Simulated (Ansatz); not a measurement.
Runs of Ansatz 0.2.0 on CdF2. It takes space group Fm-3m (No. 225, cubic). The conventional cell has a = 5.388 Å, b = 5.388 Å, c = 5.388 Å, α = 90.00°, β = 90.00°, γ = 90.00°. Cd (site symmetry m-3m) is surrounded by 8 F at 2.33 Å. F (site symmetry -43m) is surrounded by 4 Cd at 2.33 Å. 

| level | cutoff (eV) | points for each segment of the path | gap on the mesh (eV) | pressure (GPa) |
| --- | --- | --- | --- | --- |
| r2SCAN0 | 500 | 4 | (c) | (b) |
| LDA | 420 | 14 | 2.89 | -5.7 |
| r2SCAN | 500 | 14 | 3.88 | 0.0 |
| revPBE | 420 | 14 | 3.34 | (d) |
| RPBE | 420 | 14 | 3.39 | 10.3 |
| PBEsol | 420 | 14 | (a) | -0.2 |
| PBE0 | 420 | 4 | 6.05 | 1.5 |
| BLYP | 420 | 14 | 3.23 | 8.6 |
| HSE06 | 420 | 4 | 5.30 | 1.8 |

Alike in all rows: task band structure; potentials or basis Ansatz PAW; no spin polarisation; cell as given; k mesh 5 × 5 × 5; smearing fermi-dirac 0.05 eV.

Task: Fill in the values left out.

Result: (a) 3.02; (b) -1.9; (c) 6.52; (d) 9.0.

Caveats: the k mesh misses the band edges, so the gap on the mesh is wider than the one along the path; the PAW data sets come from PBE, with cores solved anew for the run's functional, which leaves a small shift of forces and pressure; the thresholds are loose for stress (some runs).

A k mesh can miss the band edges, and the runs leave out spin-orbit coupling on Cd.

Runs at the PBE level aren't shown here.
